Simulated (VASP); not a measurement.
# Si (Fd-3m) in VASP: further runs

Runs on Si. Level: LDA. Tasks: single point, relaxation of cell and atoms.

All numbers are computed with VASP 6.6.1; they aren't measurements. Logs are shortened: lines on timing, memory, paths and dates and some standing lists are left out, and cuts for length are marked.

### Step 1. Starting point

Symmetry: Fd-3m, No. 227, cubic system. The conventional cell has a = 5.402 Å, b = 5.402 Å, c = 5.402 Å, α = 90.00°, β = 90.00°, γ = 90.00°. Around Si (site symmetry -43m) lie 4 Si at 2.34 Å.

### Step 2. Single point, LDA

File INCAR:

```
SYSTEM = Si
PREC = Accurate
ENCUT = 520
EDIFF = 1E-6
ISMEAR = 0
SIGMA = 0.02
LREAL = .False.
LASPH = .True.
NELM = 100
ALGO = Normal
ISIF = 2
LWAVE = .False.
LCHARG = .False.
NBANDS = 11
```

File KPOINTS:

```
regular mesh
0
Gamma
  12 12 12
  0 0 0
```

File POSCAR:

```
Si
1.0
    0.0000000000      2.7009841766      2.7009841766
    2.7009841766      0.0000000000      2.7009841766
    2.7009841766      2.7009841766      0.0000000000
Si
2
Direct
    0.7500000000      0.7500000000      0.7500000000
    0.5000000000      0.5000000000      0.5000000000
```

Potentials or basis: VASP PAW LDA potentials, release 64 (Si).

Launch:

```bash
$ cat potpaw_LDA.64/Si/POTCAR > POTCAR
$ mpirun -np 1 vasp_std > vasp.out
```

OUTCAR:

```text
SYSTEM = Si
   PREC = Accurate
   ENCUT = 520
   EDIFF = 1E-6
   ISMEAR = 0
   LREAL = .False.
   LASPH = .True.
   NELM = 100
   ISIF = 2

 ion  position               nearest neighbor table
   1  0.750  0.750  0.750-   2 2.34   2 2.34   2 2.34   2 2.34
   2  0.500  0.500  0.500-   1 2.34   1 2.34   1 2.34   1 2.34

  LATTYP: Found a face centered cubic cell.
 ALAT       =     5.4019683532

  Lattice vectors:

 A1 = (   0.0000000000,   2.7009841766,   2.7009841766)
 A2 = (   2.7009841766,   0.0000000000,   2.7009841766)
 A3 = (   2.7009841766,   2.7009841766,   0.0000000000)

Analysis of symmetry for initial positions (statically):
=====================================================================
 Subroutine PRICEL returns:
 Original cell was already a primitive cell.

 Routine SETGRP: Setting up the symmetry group for a
 face centered cubic supercell.

 Subroutine GETGRP returns: Found 48 space group operations
 (whereof 24 operations were pure point group operations)
 out of a pool of 48 trial point group operations.

The static configuration has the point symmetry T_d .
 The point group associated with its full space group is O_h .

Analysis of symmetry for dynamics (positions and initial velocities):
=====================================================================
 Subroutine PRICEL returns:
 Original cell was already a primitive cell.

 Routine SETGRP: Setting up the symmetry group for a
 face centered cubic supercell.

 Subroutine GETGRP returns: Found 48 space group operations
 (whereof 24 operations were pure point group operations)
 out of a pool of 48 trial point group operations.

The dynamic configuration has the point symmetry T_d .
 The point group associated with its full space group is O_h .

 Subroutine INISYM returns: Found 48 space group operations
 (whereof 24 operations are pure point group operations),
 and found     1 'primitive' translations

----------------------------------------------------------------------------------------

                                     Primitive cell

  volume of cell :      39.4091

  direct lattice vectors                    reciprocal lattice vectors
     0.000000000  2.700984177  2.700984177    -0.185117708  0.185117708  0.185117708
     2.700984177  0.000000000  2.700984177     0.185117708 -0.185117708  0.185117708
     2.700984177  2.700984177  0.000000000     0.185117708  0.185117708 -0.185117708

  length of vectors
     3.819768454  3.819768454  3.819768454     0.320633276  0.320633276  0.320633276

[... 85 lines left out ...]
   NFREE  =      0    steps in history (QN), initial steepest desc. (CG)
   ISIF   =      2    stress and relaxation
   ISYM   =      2    0-nonsym 1-usesym 2-fastsym
   POTIM  = 0.5000    time-step for ionic-motion
   TEBEG  =    0.0;   TEEND  =   0.0 temperature during run
   PSTRESS=    0.0 pullay stress
   NELECT =       8.0000    total number of electrons
   NUPDOWN=      -1.0000    fix difference up-down
   EMIN   =  10.00;   EMAX   =-10.00  energy-range for DOS
   EFERMI =   0.00;   METHOD = LEGACY
   ISMEAR =     0;   SIGMA  =   0.02  broadening in eV -4-tet -1-fermi 0-gaus
   EFERMI_NEDOS =   21; number of points for ismear=-14 and -15
   IALGO  =     38    algorithm
   IMIX   =      4    mixing-type and parameters
     AMIX     =   0.40;   BMIX     =  1.00
     AMIX_MAG =   1.60;   BMIX_MAG =  1.00
  volume/ion in A,a.u.               =      19.70       132.97
  Fermi-wavevector in a.u.,A,eV,Ry     =   0.962143  1.818186 12.595164  0.925718
  Thomas-Fermi vector in A             =   2.091576
   LORBIT       =      0    0 simple, 1 ext, 2 COOP (PROOUT), +10 PAW based schemes
   GGA     = CA    functional components
   LHFCALC =     F    Hartree Fock is set to
   AEXX    =    0.0000 exact exchange contribution
   IVDW    =     0    specifies the selected vdW correction
   LEPSILON=     F    determine dielectric tensor
   LRPA    =     F    only Hartree local field effects (RPA)
 non-spin polarized calculation
 Gauss-broadening in eV      SIGMA  =   0.02
  energy-cutoff  :      520.00
  volume of cell :       39.41
 maximum number of plane-waves:      1074
   NGX = 15   NGY = 15   NGZ = 15

 number of electron       8.0000001 magnetization

 Free energy of the ion-electron system (eV)
  ---------------------------------------------------
  ext. energy  EPLUGINS =         0.00000000
  ---------------------------------------------------
  free energy    TOTEN  =       -11.91974458 eV

  energy without entropy =      -11.91974458  energy(sigma->0) =      -11.91974458

 E-fermi :   6.0932     XC(G=0):  -9.6657

 val. band max:        5.9329877305   @ k =   0.0000   0.0000   0.0000
 cond. band min:       6.3751053168   @ k =   0.4167   0.4167   0.0000
 fundamental gap:      0.4421175864
 Fermi energy:         6.0932442716

 k-point     1 :       0.0000    0.0000    0.0000
  band No.  band energies     occupation
      1      -6.1334      2.00000
      2       5.9330      2.00000
      3       5.9330      2.00000
      4       5.9330      2.00000
      5       8.4640      0.00000
      6       8.4640      0.00000
      7       8.4640      0.00000
      8       9.3251      0.00000
      9      13.6691      0.00000
     10      13.6691      0.00000
     11      13.6786      0.00000
[... 309 lines left out ...]
 k-point    24 :      -0.4167    0.1667    0.0000
  band No.  band energies     occupation
      1      -3.4790      2.00000
      2      -0.9116      2.00000
      3       2.8877      2.00000
      4       4.3204      2.00000
      5       8.0415      0.00000
      6       9.9519      0.00000
      7      10.2903      0.00000
      8      13.8666      0.00000
      9      14.4239      0.00000
     10      14.7070      0.00000
     11      17.0300      0.00000

 [... further k-points ...]
[... 5 lines left out ...]
  --------------------------------------------------------------------------------------
  -------------------------------------------------------------------------------------
  Total        0.0113538      0.0113538      0.0113538     -0.0000000      0.0000000      0.0000000
  in kB        0.4615890      0.4615890      0.4615890     -0.0000000      0.0000000      0.0000000
  external PRESSURE =       0.4615890 kB  Pullay stress =       0.0000000 kB

 VOLUME and BASIS-vectors are now :
 -----------------------------------------------------------------------------
  energy-cutoff  :      520.00
  volume of cell :       39.41
      direct lattice vectors                 reciprocal lattice vectors
     0.000000000  2.700984177  2.700984177    -0.185117708  0.185117708  0.185117708
     2.700984177  0.000000000  2.700984177     0.185117708 -0.185117708  0.185117708
     2.700984177  2.700984177  0.000000000     0.185117708  0.185117708 -0.185117708

 POSITION                                       TOTAL-FORCE (eV/Angst)
 -----------------------------------------------------------------------------------
      4.05148      4.05148      4.05148        -0.000000      0.000000      0.000000
      2.70098      2.70098      2.70098         0.000000     -0.000000     -0.000000
 -----------------------------------------------------------------------------------
    total drift:                               -0.000000      0.000000     -0.000000

  FREE ENERGIE OF THE ION-ELECTRON SYSTEM (eV)
  ---------------------------------------------------
  free  energy   TOTEN  =       -11.9197445794 eV

  energy  without entropy=      -11.9197445794  energy(sigma->0) =      -11.91974458
```

stdout:

```text
POSCAR found type information on POSCAR Si
 POSCAR found :  1 types and       2 ions
 scaLAPACK will be used
 LDA part: xc-table for (Slater(with rela. corr.)+CA(PZ))
 , standard interpolation
 POSCAR, INCAR and KPOINTS ok, starting setup
 FFT: planning ... GRIDC
 FFT: planning ... GRID_SOFT
 FFT: planning ... GRID
 WAVECAR not read
 entering main loop
```

Wall time 16 s (1 thread of AMD EPYC 7R13 (Zen 3), shared host); peak memory 0.11 GiB.

What came out:

```
Free energy            : -11.9197 eV
Pressure               : 0.0 GPa
Band gap on the k mesh : 0.44 eV, indirect (least direct gap 2.53 eV)
```

Levels at points of the mesh, in eV from the valence-band top:
```
           k point  band 1  band 2  band 3  band 4  band 5  band 6  band 7  band 8
(0.00, 0.00, 0.00)  -12.07    0.00    0.00    0.00    2.53    2.53    2.53    3.39
(0.50, 0.00, 0.00)   -9.69   -7.06   -1.21   -1.21    1.49    3.29    3.29    7.54
(0.50, 0.50, 0.00)   -7.87   -7.87   -2.89   -2.89    0.57    0.57   10.11   10.11
```

A k mesh can miss the band edges. As with any semilocal functional, this LDA gap is likely too small.

### Step 3. Relaxation of cell and atoms, LDA

This run uses another cell than the first one, of 19.98 Å³/atom, 1.014 times its volume.

File INCAR:

```
SYSTEM = Si
PREC = Accurate ; ENCUT = 600
EDIFF = 1E-6 ; ISMEAR = 0
SIGMA = 0.02 ; LREAL = .False.
LASPH = .True. ; NELM = 60
ALGO = Normal ; ISIF = 3
LWAVE = .False. ; LCHARG = .False.
GGA = CA ; IBRION = 2
NSW = 100 ; EDIFFG = -0.005
```

KPOINTS is that of step 2.

File POSCAR:

```
Si
1.0
    0.0000000000      2.7135600000      2.7135600000
    2.7135600000      0.0000000000      2.7135600000
    2.7135600000      2.7135600000      0.0000000000
Si
2
Direct
    0.7500000000      0.7500000000      0.7500000000
    0.5000000000      0.5000000000      0.5000000000
```

Potentials or basis: VASP PAW LDA potentials, release 64 (Si).

Launch:

```bash
$ cat potpaw_LDA.64/Si/POTCAR > POTCAR
$ mpirun -np 1 vasp_std > vasp.out
```

Wall time 30 s (1 thread of AMD EPYC 7R13 (Zen 3), shared host); peak memory 0.13 GiB.

Results (log left out):

```
Free energy                            : -11.9200 eV
Relaxed volume                         : 19.72 Å³/atom
Relaxed cell                           : a = 3.820 Å, b = 3.820 Å, c = 3.820 Å, α = 60.00°, β = 60.00°, γ = 60.00°
Space group after relaxing (to 0.05 Å) : Fd-3m (No. 227)
Energy gained by relaxing              : 1.1 meV/atom
Ionic steps                            : 3
Pressure after relaxing                : 0.0 GPa
Band gap on the k mesh                 : 0.44 eV, indirect (least direct gap 2.53 eV)
```

The path:
| step | energy change (eV) | largest force (eV/Å) | pressure (GPa) | volume (Å³) |
| --- | --- | --- | --- | --- |
| 1 | 0.0000 | 0.0000 | -1.26 | 39.96 |
| 2 | -0.0011 | 0.0000 | 0.93 | 39.06 |
| 3 | -0.0021 | 0.0000 | 0.00 | 39.43 |

Final structure:
```yaml
crystal:
  lattice:
    - [0.00000, 2.70149, 2.70149]
    - [2.70149, 0.00000, 2.70149]
    - [2.70149, 2.70149, 0.00000]
  atoms:
    - { symbol: Si, position: [0.75000, 0.75000, 0.75000] }
    - { symbol: Si, position: [0.50000, 0.50000, 0.50000] }
```

Levels at points of the mesh, in eV from the valence-band top:
```csv
k point,band 2,band 3,band 4,band 5,band 6,band 7
"(0.00, 0.00, 0.00)",0.00,0.00,0.00,2.53,2.53,2.53
"(0.50, 0.00, 0.00)",-7.06,-1.21,-1.21,1.48,3.29,3.29
"(0.50, 0.50, 0.00)",-7.86,-2.89,-2.89,0.58,0.58,10.11
```

A k mesh can miss the band edges. LDA usually gives volumes a few per cent too small.

### Step 4. Single point, LDA

This run uses another cell than the first one, of 19.98 Å³/atom, 1.014 times its volume.

File INCAR:

```
SYSTEM = Si
PREC = Accurate
ENCUT = 520
EDIFF = 1E-7
ISMEAR = 0
SIGMA = 0.1
LREAL = .False.
LASPH = .True.
NELM = 60
ALGO = Fast
ISIF = 2
LWAVE = .False.
LCHARG = .False.
NBANDS = 11
```

File KPOINTS:

```
Automatic mesh
0
Gamma
  6 6 6
  0 0 0
```

POSCAR is that of step 3.

Launch:

```bash
$ cat potpaw_LDA.64/Si/POTCAR > POTCAR
$ mpirun -np 1 vasp_std > vasp.out
```

Wall time 7 s (1 thread of AMD EPYC 7R13 (Zen 3), shared host); peak memory 0.1 GiB.

It converged, with:

- Free energy: -11.8919 eV
- Pressure: -1.2 GPa
- Band gap on the k mesh: 0.59 eV, indirect (least direct gap 2.52 eV)

Levels at points of the mesh, in eV from the valence-band top:
```
           k point  band 1  band 2  band 3  band 4  band 5  band 6  band 7  band 8
(0.00, 0.00, 0.00)  -11.97    0.00    0.00    0.00    2.52    2.52    2.52    3.23
(0.50, 0.00, 0.00)   -9.63   -7.00   -1.20   -1.20    1.43    3.29    3.29    7.51
(0.50, 0.50, 0.00)   -7.82   -7.82   -2.86   -2.86    0.59    0.59    9.99    9.99
```

A k mesh can miss the band edges. Expect the measured gap to be larger: semilocal functionals such as LDA lack the derivative discontinuity.

### Step 5. Summary

| task | cell | k mesh | cutoff (eV) | smearing | gap on the mesh (eV) | pressure (GPa) |
| --- | --- | --- | --- | --- | --- | --- |
| single point | Fd-3m, 19.7 Å³/atom | 12 × 12 × 12 | 520 | gaussian 0.02 eV | 0.44 | 0.0 |
| relaxation of cell and atoms | relaxed | 12 × 12 × 12 | 600 | gaussian 0.02 eV | 0.44 | 0.0 |
| single point | Fd-3m, 19.98 Å³/atom | 6 × 6 × 6 | 520 | gaussian 0.1 eV | 0.59 | -1.2 |

Alike in all rows: level LDA; potentials or basis VASP PAW LDA potentials, release 64 (Si); no spin polarisation.

Absolute energies hang on the potentials; compare differences alone.
